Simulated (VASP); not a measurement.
A run of VASP 6.6.1 is set up as follows.

INCAR

```
SYSTEM = GeSe
ALGO     = Normal         ! electronic algorithm
EDIFF    = 1E-7           ! SCF threshold, eV
EDIFFG   = -0.005         ! ionic threshold
ENCUT    = 600            ! plane-wave cutoff, eV
GGA      = PE             ! functional
IBRION   = 2              ! ionic algorithm
ISIF     = 3              ! what is computed and relaxed
ISMEAR   = 0              ! smearing method
KPAR     = 2            
LASPH    = .True.         ! aspherical terms in the spheres
LCHARG   = .False.        ! write CHGCAR
LREAL    = .False.        ! projectors in reciprocal space
LWAVE    = .False.        ! write WAVECAR
NELM     = 80             ! most SCF steps
NSW      = 90             ! ionic steps
PREC     = Accurate       ! precision mode
SIGMA    = 0.03           ! smearing width, eV
```

File KPOINTS:

```
k-points
0
Gamma
  4 8 6
  0 0 0
```

Contents of POSCAR:

```
GeSe                                    
1.0
   11.1810604035      0.0000000000      0.0000000000
    0.0000000000      3.8893381181     -0.0000000000
    0.0000000000      0.0000000000      4.5086797966
  Ge              Se            
     4     4
Direct
     0.1262647302566407    0.7500000000000000    0.8830985544533143
     0.6262647302566408    0.7500000000000000    0.6169014455466857
     0.3737352697433594    0.2500000000000000    0.3830985544533141
     0.8737352697433592    0.2500000000000000    0.1169014455466859
     0.8527383792237330    0.7500000000000000    0.4991936751724357
     0.3527383792237332    0.7500000000000000    0.0008063248275643
     0.6472616207762670    0.2500000000000000    0.9991936751724357
     0.1472616207762669    0.2500000000000000    0.5008063248275643
```

Potentials or basis: VASP PAW PBE potentials, release 64 (Ge_d, Se).

Command:

```console
$ cat potpaw_PBE.64/Ge_d/POTCAR potpaw_PBE.64/Se/POTCAR > POTCAR
$ mpirun -np 2 vasp_std > vasp.out
```

**Question.** Estimate the relaxed cell.

**Answer.** a = 11.185 Å, b = 3.884 Å, c = 4.523 Å, α = 90.00°, β = 90.00°, γ = 90.00°.

**Question.** Estimate the band gap on the k mesh.

**Answer.** 0.86 eV, indirect (least direct gap 0.95 eV).

Final structure:
```xyz
8
Lattice="11.1848 0.0000 0.0000 0.0000 3.8838 0.0000 0.0000 0.0000 4.5225" Properties=species:S:1:pos:R:3 pbc="T T T"
Ge    1.4150    2.9128    3.9901
Ge    7.0074    2.9128    2.7937
Ge    4.1774    0.9709    1.7288
Ge    9.7698    0.9709    0.5324
Se    9.5386    2.9128    2.2571
Se    3.9462    2.9128    0.0042
Se    7.2386    0.9709    4.5183
Se    1.6462    0.9709    2.2655
```

A k mesh can miss the band edges.
